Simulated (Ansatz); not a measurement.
The following input was run with Ansatz 0.2.0.

```yaml
crystal:
  lattice:
    - [12.4, 0.0, 0.0]
    - [0.0, 12.3, 0.0]
    - [0.0, 0.0, 7.2993106077]
  atoms:
    - { symbol: Mg, position: [0.5693735488, 0.5, 0.0] }
    - { symbol: O, position: [0.4306264512, 0.5, 0.8333333333] }
    - { symbol: Mg, position: [0.4306264512, 0.5, 0.3333333333] }
    - { symbol: O, position: [0.5693735488, 0.5, 0.5] }
    - { symbol: Mg, position: [0.3612529025, 0.3788645904, 0.0] }
    - { symbol: Mg, position: [0.6387470975, 0.3788645904, 0.3333333333] }
    - { symbol: Mg, position: [0.5, 0.6211354096, 0.6666666667] }
    - { symbol: O, position: [0.5, 0.3788645904, 0.1666666667] }
    - { symbol: O, position: [0.3612529025, 0.6211354096, 0.5] }
    - { symbol: O, position: [0.6387470975, 0.6211354096, 0.8333333333] }
    - { symbol: Mg, position: [0.3612529025, 0.6211354096, 0.0] }
    - { symbol: Mg, position: [0.6387470975, 0.6211354096, 0.3333333333] }
    - { symbol: Mg, position: [0.5, 0.3788645904, 0.6666666667] }
    - { symbol: O, position: [0.5, 0.6211354096, 0.1666666667] }
    - { symbol: O, position: [0.3612529025, 0.3788645904, 0.5] }
    - { symbol: O, position: [0.6387470975, 0.3788645904, 0.8333333333] }
basis:
  ecutwfc: 420
kpoints:
  mp_grid: { grid: [1, 1, 5] }
hamiltonian:
  xc: pbesol
scf:
  occupations: { method: gaussian, width: 0.05 }
output:
  forces: true
  stress: true
  eigenvalues: true
  populations: true
  write_density: true
  write_potential: true
  elf: true
  volumetric_format: npy
relax:
  adjacent_minimum: "off"
  f_tol: 0.02
  max_steps: 45
  cell: { fix: [a, b, alpha, beta, gamma], stress_tol: 0.03 }
```

Run as
```bash
ansatz run input.yaml --threads 4 --pin off --max-ram 11264MiB --backend cpu --events-out ev --progress --plain --runs-dir out
```

Computed with Ansatz 0.2.0, DFT PBEsol, scalar-relativistic, plane waves, PAW.

Abridged output:

```
Pseudopotentials: kind: paw
Pseudopotential: Mg, paw, valence charge 10, recommended cutoff 420 eV (normal)
Pseudopotential: O, paw, valence charge 6, recommended cutoff 420 eV (normal)
Functional definition: PBEsol
Crystal: 16 atoms, lattice volume = 1113.291 Å³
Basis set: ecut = 420 eV, 21713 PW (Γ), exchange–correlation on 180×180×100 points (8 copies of the dense FFT grid, shifted against one another)
Bands: 80, of which v1, the nominal top of the filled ones, is band 64 counted from 1 (63 counted from 0)
Symmetry: 4 space group operations
Space group: P2/m (ITA 10), of the structure as read, at distance tolerance 1.0e-4 Å
k-points: 3 of 5
Initial density: superposition of atomic densities (neutral atoms: chi_scale 0, normalization atom), corrected by the library's trained network
Initial wavefunctions: pseudopotential atomic-orbital guess
Functional: x = pbesol(κ = 0.804, μ = 0.12345679), c = pbesol(β = 0.046)
SCF iter   1: F=—  HF=-19777.728825 eV  |F-HF|=—  |Δ(HF+E_count)|=         —  Δρ=1.11e-2  dr2=1.88e0  ethr=1.77e-3  ⟨swp⟩=9.3  Hψ=1124  notcnv=0  defer=4
SCF iter   2: F=—  HF=-19777.446503 eV  |F-HF|=—  |Δ(HF+E_count)|=   2.82e-1  Δρ=6.43e-3  dr2=5.45e-1  ethr=1.47e-3  ⟨swp⟩=2.0  Hψ=361  notcnv=0  defer=30
SCF iter   3: F=—  HF=-19777.521603 eV  |F-HF|=—  |Δ(HF+E_count)|=   7.51e-2  Δρ=3.23e-3  dr2=1.52e-1  ethr=4.25e-4  ⟨swp⟩=2.0  Hψ=299  notcnv=0  defer=30
SCF iter   4: F=—  HF=-19777.527424 eV  |F-HF|=—  |Δ(HF+E_count)|=   5.82e-3  Δρ=1.01e-3  dr2=1.04e-2  ethr=1.19e-4  ⟨swp⟩=2.0  Hψ=244  notcnv=0  defer=30
SCF iter   5: F=—  HF=-19777.531929 eV  |F-HF|=—  |Δ(HF+E_count)|=   4.50e-3  Δρ=5.43e-4  dr2=4.34e-3  ethr=8.14e-6  ⟨swp⟩=2.0  Hψ=269  notcnv=0  defer=30
SCF iter   6: F=—  HF=-19777.533335 eV  |F-HF|=—  |Δ(HF+E_count)|=   1.41e-3  Δρ=4.36e-4  dr2=1.67e-3  ethr=3.39e-6  ⟨swp⟩=1.0  Hψ=210  notcnv=0  defer=30
SCF iter   7: F=—  HF=-19777.534946 eV  |F-HF|=—  |Δ(HF+E_count)|=   1.61e-3  Δρ=3.70e-4  dr2=1.90e-3  ethr=1.30e-6  ⟨swp⟩=2.0  Hψ=322  notcnv=0  defer=30
SCF iter   8: F=—  HF=-19777.535009 eV  |F-HF|=—  |Δ(HF+E_count)|=   6.29e-5  Δρ=7.26e-5  dr2=6.65e-5  ethr=1.30e-6  ⟨swp⟩=1.0  Hψ=210  notcnv=0  defer=30
SCF iter   9: F=—  HF=-19777.535073 eV  |F-HF|=—  |Δ(HF+E_count)|=   6.46e-5  Δρ=3.04e-5  dr2=1.24e-5  ethr=5.19e-8  ⟨swp⟩=2.0  Hψ=275  notcnv=0  defer=30
SCF iter  10: F=—  HF=-19777.535079 eV  |F-HF|=—  |Δ(HF+E_count)|=   5.25e-6  Δρ=1.57e-5  dr2=3.32e-6  ethr=9.69e-9  ⟨swp⟩=2.0  Hψ=284  notcnv=0  defer=30
SCF iter  11: F=—  HF=-19777.535081 eV  |F-HF|=—  |Δ(HF+E_count)|=   2.13e-6  Δρ=4.72e-6  dr2=2.00e-7  ethr=2.59e-9  ⟨swp⟩=2.0  Hψ=241  notcnv=0  defer=30
SCF iter  12: F=-19777.535081 eV  HF=-19777.535081 eV  |F-HF|=1.58e-8  |Δ(HF+E_count)|=   1.00e-7  Δρ=1.84e-6  dr2=4.27e-8  ethr=7.81e-11  ⟨swp⟩=21.3  Hψ=1947  notcnv=0
SCF 1 converged in 12 iterations: F = -19777.535081 eV  dr2 = 4.27e-8
relax step   1: F+E_penalty+E_count = -19777.53508072 eV  Δ(F+E_penalty+E_count) = +0.000e0 eV  max|allowed force component| = 2.057e0 eV/Å  Δτ_max = 0.0000 Å  P = -1.965 GPa  Ω = 1113.291 Å³  fix = [a, b, alpha, beta, gamma]  reactions: a -2.808, b -1.254 GPa; beta +1.364 GPa/rad (12 SCF iters, dr2 threshold 1.00e-7 eV, accepted)
Crystal: 16 atoms, lattice volume = 1115.026 Å³
Basis set: ecut = 420 eV, 21753 PW (Γ), exchange–correlation on 180×180×100 points (8 copies of the dense FFT grid, shifted against one another)
Initial density: handed on by an earlier stage of this run
Initial wavefunctions: those handed on with the density
SCF iter   1: F=—  HF=-19780.163260 eV  |F-HF|=—  |Δ(HF+E_count)|=         —  Δρ=1.51e-2  dr2=3.44e0  ethr=2.70e-3  ⟨swp⟩=2.0  Hψ=958  notcnv=0
SCF iter   2: F=—  HF=-19779.552740 eV  |F-HF|=—  |Δ(HF+E_count)|=   6.11e-1  Δρ=7.13e-3  dr2=3.25e-1  ethr=2.68e-3  ⟨swp⟩=3.7  Hψ=386  notcnv=0
SCF iter   3: F=—  HF=-19779.708038 eV  |F-HF|=—  |Δ(HF+E_count)|=   1.55e-1  Δρ=2.69e-3  dr2=9.58e-2  ethr=2.54e-4  ⟨swp⟩=2.0  Hψ=378  notcnv=0  defer=30
SCF iter   4: F=—  HF=-19779.700506 eV  |F-HF|=—  |Δ(HF+E_count)|=   7.53e-3  Δρ=1.02e-3  dr2=1.79e-2  ethr=7.48e-5  ⟨swp⟩=2.0  Hψ=300  notcnv=0  defer=30
SCF iter   5: F=—  HF=-19779.707711 eV  |F-HF|=—  |Δ(HF+E_count)|=   7.20e-3  Δρ=5.59e-4  dr2=3.87e-3  ethr=1.40e-5  ⟨swp⟩=2.0  Hψ=285  notcnv=0  defer=30
SCF iter   6: F=—  HF=-19779.708973 eV  |F-HF|=—  |Δ(HF+E_count)|=   1.26e-3  Δρ=3.46e-4  dr2=1.96e-3  ethr=3.02e-6  ⟨swp⟩=2.0  Hψ=252  notcnv=0  defer=30
SCF iter   7: F=—  HF=-19779.709449 eV  |F-HF|=—  |Δ(HF+E_count)|=   4.76e-4  Δρ=1.88e-4  dr2=4.40e-4  ethr=1.53e-6  ⟨swp⟩=1.0  Hψ=210  notcnv=0  defer=30
SCF iter   8: F=—  HF=-19779.709655 eV  |F-HF|=—  |Δ(HF+E_count)|=   2.06e-4  Δρ=9.64e-5  dr2=8.93e-5  ethr=3.43e-7  ⟨swp⟩=2.0  Hψ=285  notcnv=0  defer=30
SCF iter   9: F=—  HF=-19779.709678 eV  |F-HF|=—  |Δ(HF+E_count)|=   2.32e-5  Δρ=3.89e-5  dr2=1.93e-5  ethr=6.98e-8  ⟨swp⟩=2.0  Hψ=294  notcnv=0  defer=30
SCF iter  10: F=—  HF=-19779.709680 eV  |F-HF|=—  |Δ(HF+E_count)|=   1.50e-6  Δρ=2.48e-5  dr2=6.44e-6  ethr=1.51e-8  ⟨swp⟩=2.0  Hψ=304  notcnv=0  defer=30
SCF iter  11: F=—  HF=-19779.709684 eV  |F-HF|=—  |Δ(HF+E_count)|=   3.78e-6  Δρ=1.59e-5  dr2=3.02e-6  ethr=5.03e-9  ⟨swp⟩=2.0  Hψ=295  notcnv=0  defer=30
SCF iter  12: F=-19779.709685 eV  HF=-19779.709685 eV  |F-HF|=1.17e-7  |Δ(HF+E_count)|=   1.07e-6  Δρ=4.17e-6  dr2=1.71e-7  ethr=1.25e-9  ⟨swp⟩=20.7  Hψ=1973  notcnv=0
SCF 2 converged in 12 iterations: F = -19779.709685 eV  dr2 = 1.71e-7
relax step   2: F+E_penalty+E_count = -19779.70968492 eV  Δ(F+E_penalty+E_count) = -2.175e0 eV  max|allowed force component| = 1.543e0 eV/Å  Δτ_max = 0.1404 Å  P = -1.281 GPa  Ω = 1115.026 Å³  energy of the carried Pulay correction = -9.968e-4 eV  fix = [a, b, alpha, beta, gamma]  reactions: a -2.295, b -0.471 GPa; beta +0.814 GPa/rad (12 SCF iters, dr2 threshold 1.60e-6 eV, accepted)
Crystal: 16 atoms, lattice volume = 1111.154 Å³
Basis set: ecut = 420 eV, 21681 PW (Γ), exchange–correlation on 180×180×100 points (8 copies of the dense FFT grid, shifted against one another)
SCF iter   1: F=—  HF=-19782.206567 eV  |F-HF|=—  |Δ(HF+E_count)|=         —  Δρ=1.80e-2  dr2=5.10e0  ethr=3.10e-3  ⟨swp⟩=5.3  Hψ=752  notcnv=0  defer=8
SCF iter   2: F=—  HF=-19783.325960 eV  |F-HF|=—  |Δ(HF+E_count)|=    1.12e0  Δρ=3.71e-2  dr2=2.27e1  ethr=3.10e-3  ⟨swp⟩=3.0  Hψ=392  notcnv=0  defer=30  recentre
SCF iter   3: F=—  HF=-19781.555254 eV  |F-HF|=—  |Δ(HF+E_count)|=    1.77e0  Δρ=1.06e-2  dr2=1.92e0  ethr=3.10e-3  ⟨swp⟩=2.0  Hψ=378  notcnv=0  defer=30
SCF iter   4: F=—  HF=-19781.389600 eV  |F-HF|=—  |Δ(HF+E_count)|=   1.66e-1  Δρ=9.04e-3  dr2=1.13e0  ethr=1.50e-3  ⟨swp⟩=2.0  Hψ=329  notcnv=0  defer=30
SCF iter   5: F=—  HF=-19781.332050 eV  |F-HF|=—  |Δ(HF+E_count)|=   5.75e-2  Δρ=5.30e-3  dr2=4.27e-1  ethr=8.81e-4  ⟨swp⟩=1.0  Hψ=210  notcnv=0  defer=30
SCF iter   6: F=—  HF=-19781.313505 eV  |F-HF|=—  |Δ(HF+E_count)|=   1.85e-2  Δρ=8.88e-4  dr2=9.87e-3  ethr=3.33e-4  ⟨swp⟩=2.0  Hψ=226  notcnv=0  defer=30
   ...
SCF iter   8: F=-19787.423692 eV  HF=-19787.423692 eV  |F-HF|=1.67e-8  |Δ(HF+E_count)|=   1.38e-7  Δρ=1.68e-6  dr2=2.69e-8  ethr=6.22e-10  ⟨swp⟩=11.0  Hψ=1610  notcnv=0
SCF 15 converged in 8 iterations: F = -19787.423692 eV  dr2 = 2.69e-8
relax step  15: F+E_penalty+E_count = -19787.42369218 eV  Δ(F+E_penalty+E_count) = -2.305e-2 eV  max|allowed force component| = 6.573e-2 eV/Å  Δτ_max = 0.0239 Å  P = +0.041 GPa  Ω = 1270.392 Å³  energy of the carried Pulay correction = -8.918e-3 eV  fix = [a, b, alpha, beta, gamma]  reactions: a +0.016, b +0.044 GPa; beta +0.015 GPa/rad (8 SCF iters, dr2 threshold 7.97e-7 eV, accepted)
Crystal: 16 atoms, lattice volume = 1274.816 Å³
Basis set: ecut = 420 eV, 24891 PW (Γ), exchange–correlation on 180×180×120 points (8 copies of the dense FFT grid, shifted against one another)
SCF iter   1: F=—  HF=-19787.430493 eV  |F-HF|=—  |Δ(HF+E_count)|=         —  Δρ=7.55e-4  dr2=1.45e-2  ethr=1.07e-5  ⟨swp⟩=2.3  Hψ=839  notcnv=0
SCF iter   2: F=—  HF=-19787.426009 eV  |F-HF|=—  |Δ(HF+E_count)|=   4.48e-3  Δρ=3.72e-4  dr2=1.65e-3  ethr=1.07e-5  ⟨swp⟩=2.0  Hψ=312  notcnv=0
SCF iter   3: F=—  HF=-19787.425855 eV  |F-HF|=—  |Δ(HF+E_count)|=   1.54e-4  Δρ=2.96e-4  dr2=1.03e-3  ethr=1.29e-6  ⟨swp⟩=2.0  Hψ=333  notcnv=0
SCF iter   4: F=—  HF=-19787.425659 eV  |F-HF|=—  |Δ(HF+E_count)|=   1.96e-4  Δρ=6.63e-5  dr2=4.24e-5  ethr=8.06e-7  ⟨swp⟩=2.0  Hψ=324  notcnv=0
SCF iter   5: F=—  HF=-19787.425823 eV  |F-HF|=—  |Δ(HF+E_count)|=   1.63e-4  Δρ=3.70e-5  dr2=1.56e-5  ethr=3.31e-8  ⟨swp⟩=2.0  Hψ=336  notcnv=0
SCF iter   6: F=—  HF=-19787.425821 eV  |F-HF|=—  |Δ(HF+E_count)|=   1.46e-6  Δρ=7.61e-6  dr2=6.75e-7  ethr=1.22e-8  ⟨swp⟩=2.0  Hψ=336  notcnv=0
SCF iter   7: F=-19787.425822 eV  HF=-19787.425822 eV  |F-HF|=5.51e-8  |Δ(HF+E_count)|=   9.10e-7  Δρ=3.39e-6  dr2=1.33e-7  ethr=2.11e-10  ⟨swp⟩=20.0  Hψ=1884  notcnv=0
SCF iter   8: F=-19787.425822 eV  HF=-19787.425822 eV  |F-HF|=2.03e-8  |Δ(HF+E_count)|=   2.48e-8  Δρ=1.75e-6  dr2=3.54e-8  ethr=1.04e-10  ⟨swp⟩=7.0  Hψ=1417  notcnv=0
SCF iter   9: F=-19787.425822 eV  HF=-19787.425822 eV  |F-HF|=4.58e-10  |Δ(HF+E_count)|=  6.91e-10  Δρ=4.30e-7  dr2=2.03e-9  ethr=2.77e-11  ⟨swp⟩=6.0  Hψ=1332  notcnv=0
SCF 16 converged in 9 iterations: F = -19787.425822 eV  dr2 = 2.03e-9
relax step  16: F+E_penalty+E_count = -19787.42582207 eV  Δ(F+E_penalty+E_count) = -2.130e-3 eV  max|allowed force component| = 2.347e-2 eV/Å  Δτ_max = 0.0192 Å  P = +0.008 GPa  Ω = 1274.816 Å³  energy of the carried Pulay correction = -1.146e-2 eV  fix = [a, b, alpha, beta, gamma]  reactions: a +0.012, b +0.004 GPa; beta -0.005 GPa/rad (9 SCF iters, dr2 threshold 2.70e-7 eV, accepted)
Crystal: 16 atoms, lattice volume = 1274.657 Å³
SCF iter   1: F=—  HF=-19787.426269 eV  |F-HF|=—  |Δ(HF+E_count)|=         —  Δρ=2.53e-4  dr2=8.33e-4  ethr=6.12e-7  ⟨swp⟩=2.3  Hψ=765  notcnv=0
SCF iter   2: F=—  HF=-19787.426043 eV  |F-HF|=—  |Δ(HF+E_count)|=   2.26e-4  Δρ=1.24e-4  dr2=1.53e-4  ethr=6.12e-7  ⟨swp⟩=2.0  Hψ=312  notcnv=0
SCF iter   3: F=—  HF=-19787.426035 eV  |F-HF|=—  |Δ(HF+E_count)|=   8.01e-6  Δρ=8.54e-5  dr2=8.84e-5  ethr=1.20e-7  ⟨swp⟩=2.0  Hψ=335  notcnv=0
SCF iter   4: F=—  HF=-19787.425938 eV  |F-HF|=—  |Δ(HF+E_count)|=   9.61e-5  Δρ=1.87e-5  dr2=3.60e-6  ethr=6.91e-8  ⟨swp⟩=2.0  Hψ=333  notcnv=0
SCF iter   5: F=—  HF=-19787.426166 eV  |F-HF|=—  |Δ(HF+E_count)|=   2.28e-4  Δρ=4.52e-6  dr2=2.84e-7  ethr=2.81e-9  ⟨swp⟩=2.0  Hψ=317  notcnv=0
SCF iter   6: F=—  HF=-19787.426167 eV  |F-HF|=—  |Δ(HF+E_count)|=   1.62e-7  Δρ=3.84e-6  dr2=1.69e-7  ethr=2.22e-10  ⟨swp⟩=2.0  Hψ=336  notcnv=0
SCF iter   7: F=-19787.426167 eV  HF=-19787.426167 eV  |F-HF|=2.20e-9  |Δ(HF+E_count)|=   4.72e-9  Δρ=5.72e-7  dr2=3.60e-9  ethr=2.69e-11  ⟨swp⟩=12.0  Hψ=1705  notcnv=0
SCF 17 converged in 7 iterations: F = -19787.426167 eV  dr2 = 3.60e-9
relax step  17: F+E_penalty+E_count = -19787.42616666 eV  Δ(F+E_penalty+E_count) = -3.446e-4 eV  max|allowed force component| = 4.804e-3 eV/Å  Δτ_max = 0.0079 Å  P = +0.006 GPa  Ω = 1274.657 Å³  energy of the carried Pulay correction = -1.137e-2 eV  fix = [a, b, alpha, beta, gamma]  reactions: a +0.004, b +0.013 GPa; beta +0.002 GPa/rad (7 SCF iters, dr2 threshold 3.44e-8 eV, accepted)
SCF iter   1: F=—  HF=-19787.434208 eV  |F-HF|=—  |Δ(HF+E_count)|=         —  Δρ=7.85e-5  dr2=9.03e-6  ethr=4.13e-7  ⟨swp⟩=4.7  Hψ=1807  notcnv=0
SCF iter   2: F=—  HF=-19787.437074 eV  |F-HF|=—  |Δ(HF+E_count)|=   2.87e-3  Δρ=3.82e-5  dr2=3.77e-6  ethr=7.06e-9  ⟨swp⟩=2.0  Hψ=384  notcnv=0
SCF iter   3: F=—  HF=-19787.438057 eV  |F-HF|=—  |Δ(HF+E_count)|=   9.83e-4  Δρ=1.93e-5  dr2=8.20e-7  ethr=2.95e-9  ⟨swp⟩=2.0  Hψ=336  notcnv=0
SCF iter   4: F=—  HF=-19787.438467 eV  |F-HF|=—  |Δ(HF+E_count)|=   4.10e-4  Δρ=1.63e-6  dr2=2.00e-8  ethr=6.41e-10  ⟨swp⟩=3.0  Hψ=381  notcnv=0
SCF iter   5: F=—  HF=-19787.438469 eV  |F-HF|=—  |Δ(HF+E_count)|=   1.50e-6  Δρ=7.55e-7  dr2=4.44e-9  ethr=1.56e-11  ⟨swp⟩=2.0  Hψ=324  notcnv=0
SCF iter   6: F=—  HF=-19787.438469 eV  |F-HF|=—  |Δ(HF+E_count)|=   2.66e-7  Δρ=3.79e-7  dr2=1.54e-9  ethr=3.47e-12  ⟨swp⟩=3.0  Hψ=342  notcnv=0
SCF iter   7: F=—  HF=-19787.438469 eV  |F-HF|=—  |Δ(HF+E_count)|=   1.63e-8  Δρ=1.50e-7  dr2=2.46e-10  ethr=1.21e-12  ⟨swp⟩=2.0  Hψ=306  notcnv=0
SCF iter   8: F=-19787.438469 eV  HF=-19787.438469 eV  |F-HF|=3.35e-10  |Δ(HF+E_count)|=   5.81e-9  Δρ=3.80e-8  dr2=1.69e-11  ethr=1.00e-12  ⟨swp⟩=15.7  Hψ=1323  notcnv=0
SCF 18 converged in 8 iterations: F = -19787.438469 eV  dr2 = 1.69e-11
WARN: The output density's exchange-correlation potential varies sharply where the density is thin. Do not read a vacuum level from v_tot or v_xc, or from such a field of the output density. On a cell that repeats whose density bears no net charge and no dipole along the vacuum's axis use v_es (v_loc + v_h of the components); under efield.dipole_correction with no amplitude use v_es + v_field, which holds any external_charges[].barrier, or the levels of the report's work_function block, which leave it out; under a non-zero efield.amplitude the vacuum is tilted and has no level; on a cell that repeats and bears such a dipole with no correction it is tilted too, and efield.dipole_correction wi ...
SCF converged after 8 iterations
Free energy (F): -19787.438469 eV
Harris-Foulkes:  -19787.438469 eV  (|F-HF|=3.35e-10)
Internal energy: -19787.438469 eV  (E = F + TS)
E sigma→0 (E₀):  -19787.438469 eV
Fermi energy:    -2.171923 eV
--- Per-component energies (eV) ---
  E_band       = -3834.440705
  E_kinetic    = 2012.014747
  E_local      = -53054.025725  (includes V_loc(G=0)·N_el)
  E_nonlocal   = 1153.835811
  E_hartree    = 23796.772994
  E_xc         = -816.952229
  E_vxc        = -1051.377779  (∫ρ·V_xc dr)
  E_paw        = -3462.572062  (= ΣΔE_a)
  E_vpaw       = -488.453282  (= ΣTr[D̂ρ^β])
  E_aug_tail   = 0.019393  (compensation charges beyond the density's cutoff)
  E_ewald      = 10582.715400
  E_core_change = 0.753201  (= ΣΔE_core)
  E_smearing   =  0.000000  (= −TS)
--- Forces (eV/Å), atoms counted from 1 ---
  atom   1  Mg    -0.00103282     0.00000000    -0.00272415
  atom   2  O     -0.00493322     0.00000000     0.00430013
  atom   3  Mg     0.00103282     0.00000000     0.00272415
  atom   4  O      0.00493322     0.00000000    -0.00430013
  atom   5  Mg     0.00485538    -0.00120346    -0.00093906
  atom   6  Mg    -0.00485538    -0.00120346     0.00093906
  atom   7  Mg     0.00000000     0.00195828     0.00000000
  atom   8  O      0.00000000    -0.00181987     0.00000000
  atom   9  O     -0.00147534     0.00052689    -0.00253733
  atom  10  O      0.00147534     0.00052689     0.00253733
  atom  11  Mg     0.00485538     0.00120346    -0.00093906
  atom  12  Mg    -0.00485538     0.00120346     0.00093906
  atom  13  Mg     0.00000000    -0.00195828     0.00000000
  atom  14  O      0.00000000     0.00181987     0.00000000
  atom  15  O     -0.00147534    -0.00052689    -0.00253733
  atom  16  O      0.00147534    -0.00052689     0.00253733
--- Stress (GPa, compression-positive) ---
        0.001049       0.000000      -0.002419
        0.000000       0.009979       0.000000
       -0.002419       0.000000       0.015194
  P = ⅓ Tr σ = 0.0087 GPa (0.087 kbar)
--- Band table (eV) ---
  k-point 0: bands = ["-76.8084", "-76.8082", "-76.8066", "-76.8065", "-76.7449", "-76.7449", "-75.7916", "-75.7797", "-43.9037", "-43.9028", "-43.8618", "-43.8606", "-43.7847", "-43.7842", "-43.7207", "-43.7197", "-43.7193", "-43.7189", "-43.6864", "-43.6825", "-43.6820", "-43.6786", "-43.6364", "-43.6361", "-43.5925", "-43.5924", "-42.8842", "-42.7905", "-42.7841", "-42.7778", "-42.6140", "-42.6028", "-19.5645", "-19.1560", "-19.1099", "-18.9079", "-18.2448", "-18.2146", "-18.1985", "-18.1955", "-6.7895", "-6.3690", "-6.1682", "-6.1148", "-5.9615", "-5.8542", "-5.4568", "-5.2068", "-5.1536", "-4.9396", "-4.9055", "-4.8650", "-4.5729", "-4.3166", "-4.1343", "-3.9504", "-3.9414", "-3.5346",  ...
  k-point 1: bands = ["-76.8083", "-76.8082", "-76.8066", "-76.8065", "-76.7449", "-76.7449", "-75.7916", "-75.7797", "-43.9037", "-43.9027", "-43.8619", "-43.8606", "-43.7847", "-43.7842", "-43.7207", "-43.7197", "-43.7197", "-43.7186", "-43.6867", "-43.6823", "-43.6822", "-43.6782", "-43.6364", "-43.6361", "-43.5925", "-43.5924", "-42.8842", "-42.7905", "-42.7841", "-42.7778", "-42.6140", "-42.6028", "-19.5505", "-19.2156", "-19.0664", "-18.9045", "-18.2867", "-18.2153", "-18.1763", "-18.1760", "-6.8536", "-6.3488", "-6.1121", "-6.1024", "-5.9903", "-5.8344", "-5.5662", "-5.2200", "-5.0533", "-4.9346", "-4.8968", "-4.7871", "-4.4533", "-4.3771", "-4.1155", "-4.0107", "-3.9763", "-3.5983",  ...
  k-point 2: bands = ["-76.8083", "-76.8082", "-76.8065", "-76.8065", "-76.7449", "-76.7449", "-75.7916", "-75.7797", "-43.9038", "-43.9027", "-43.8620", "-43.8605", "-43.7847", "-43.7842", "-43.7208", "-43.7200", "-43.7197", "-43.7183", "-43.6871", "-43.6827", "-43.6817", "-43.6778", "-43.6364", "-43.6361", "-43.5925", "-43.5924", "-42.8842", "-42.7905", "-42.7841", "-42.7778", "-42.6140", "-42.6028", "-19.5227", "-19.2791", "-19.0341", "-18.8988", "-18.3221", "-18.2253", "-18.1621", "-18.1462", "-6.9356", "-6.3209", "-6.0755", "-6.0424", "-6.0181", "-5.7805", "-5.7544", "-5.2362", "-4.9558", "-4.8828", "-4.7651", "-4.6615", "-4.5110", "-4.2367", "-4.2190", "-4.0920", "-4.0404", "-3.6905",  ...
--- Relaxed structure (16 steps of the walk, 16 accepted, 2 SCFs on fresh bases) ---
  F+E_penalty+E_count = -19787.43846888 eV   max|allowed force component| = 4.933e-3 eV/Å   (the final SCF, on the basis selected at the relaxed cell)
  cell:  # Å, volume = 1274.6570 Å³
    - [12.4, 0.0, -2.18792561e-111]
    - [0.0, 12.3, 0.0]
    - [-1.28793134e-111, 0.0, 8.35731082]
  atoms:
    - { symbol: Mg, position: [0.58732619, 0.49999999, -0.01763381] }
    - { symbol: O, position: [0.40817784, 0.49999999, 0.84025795] }
    - { symbol: Mg, position: [0.41267380, 0.49999999, 0.35096714] }
    - { symbol: O, position: [0.59182215, 0.49999999, 0.49307538] }
    - { symbol: Mg, position: [0.43907195, 0.36546363, -0.03130687] }
    - { symbol: Mg, position: [0.56092804, 0.36546363, 0.36464021] }
    - { symbol: Mg, position: [0.5, 0.60226651, 0.66666666] }
    - { symbol: O, position: [0.5, 0.39732737, 0.16666666] }
    - { symbol: O, position: [0.42555551, 0.64065922, 0.47745901] }
    - { symbol: O, position: [0.57444448, 0.64065922, 0.85587432] }
    - { symbol: Mg, position: [0.43907195, 0.63453636, -0.03130687] }
    - { symbol: Mg, position: [0.56092804, 0.63453636, 0.36464021] }
    - { symbol: Mg, position: [0.5, 0.39773348, 0.66666666] }
    - { symbol: O, position: [0.5, 0.60267262, 0.16666666] }
    - { symbol: O, position: [0.42555551, 0.35934077, 0.47745901] }
    - { symbol: O, position: [0.57444448, 0.35934077, 0.85587432] }
--- Löwdin populations: 16 sites ---
  site symbol q [e]
     0     Mg      8.4689
     1      O      7.3508
     2     Mg      8.4689
     3      O      7.3508
     4     Mg      8.4451
     5     Mg      8.4451
     6     Mg      8.4770
     7      O      7.3668
     8      O      7.3597
     9      O      7.3597
    10     Mg      8.4451
    11     Mg      8.4451
    12     Mg      8.4770
    13      O      7.3668
    14      O      7.3597
    15      O      7.3597
  spilling = 0.011357 (of n_electrons = 128.000000)
```

The relaxation met its thresholds.

Time: 2.1 min on 4 threads of Arm Neoverse V2, with other jobs on the host, peak memory 1.8 GiB.